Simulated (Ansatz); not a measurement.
## Electric field gradients in MgO

```yaml
crystal:
  lattice:
    - [3.31458, 0.00000, 0.00000]
    - [-1.65729, 2.87051, 0.00000]
    - [0.00000, 0.00000, 5.12189]
  atoms:
    - { symbol: Mg, position: [0.33333, 0.66667, 0.99207] }
    - { symbol: Mg, position: [0.66667, 0.33333, 0.49207] }
    - { symbol: O, position: [0.33333, 0.66667, 0.38393] }
    - { symbol: O, position: [0.66667, 0.33333, 0.88393] }
```

Atom numbers follow the list: Mg1, Mg2, O3, O4.

The structure comes from a relaxation in the same program, started in the wurtzite type, and has space group P6_3mc. Whether it is a known phase or the ground state wasn't checked.

Methods: DFT, PBE, all-electron PAW with datasets made for the crystal, scalar-relativistic (Ansatz 0.2.0); DFT, PBE, PAW with Ansatz's default frozen-core files, scalar-relativistic (Ansatz 0.2.0).

For the crystal-made all-electron datasets (AE datasets): a Γ-centred 15×15×8 k mesh, Fermi–Dirac smearing of 0.08 eV, cutoff 360 eV (chosen by the program for this cell), no spin polarisation. PAW takes a cutoff of 420 eV at this cell. The Ansatz runs share mesh, smearing and spin set-up.

Vzz is the principal value of largest size of the traceless field-gradient tensor, in 10²¹ V/m², and η = (Vxx − Vyy)/Vzz with |Vzz| ≥ |Vyy| ≥ |Vxx|.

**Question.** Give the field gradient at each independent site.

**Answer.** 
| site | site symmetry | Vzz (η), AE datasets | Vzz (η), PAW |
| --- | --- | --- | --- |
| Mg1 | 3m. | 0.55 (η = 0.00) | 0.53 (η = 0.00) |
| O3 | 3m. | -0.13 (η = 0.00) | -0.13 (η = 0.00) |

**Question.** Taking Q(Mg-25) = 0.199 b, what quadrupole coupling constant follows at Mg1 from AE datasets?

**Answer.** Cq = eQVzz/h = 24.180 MHz × 0.199 × (0.55) = 2.65 MHz.
